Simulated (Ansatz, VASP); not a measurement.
Si in VASP and in Ansatz

```xyz
6
Lattice="5.5760 0.0000 0.0000 -2.7880 4.8290 0.0000 0.0000 0.0000 5.2408" Properties=species:S:1:pos:R:3 pbc="T T T"
Si    0.0000    2.2510    1.3102
Si    0.8386    3.7035    3.0571
Si   -0.8386    3.7035    4.8041
Si    2.7880    2.5780    3.9306
Si    1.9494    1.1255    0.4367
Si    3.6266    1.1255    2.1837
```

Alike in both runs: task relaxation of shape and atoms at fixed volume; functional PBE; k mesh 6 × 6 × 6; occupations gaussian, width 0.02 eV; no spin polarisation.

```csv
,VASP,Ansatz
version,VASP 6.6.1,Ansatz 0.2.0
potentials or method,"VASP PAW PBE potentials, release 64 (Si)","scalar-relativistic, plane waves, PAW"
plane-wave cutoff (eV),600,420
valence electrons in the cell,24,24
```

|  | VASP | Ansatz | Ansatz less VASP |
| --- | --- | --- | --- |
| gap on the k mesh at the Fermi level, each at its own relaxed structure (eV) | 1.60 | 1.60 | -0.002 |
| relaxed volume (Å³/atom) | 23.52 | 23.52 | 0.000 |
| relaxed cell length with the largest relative difference (Å) | 5.252 | 5.253 | +0.0015 |

A k mesh can miss the band edges. Expect the measured gap to be larger: semilocal functionals such as PBE lack the derivative discontinuity.
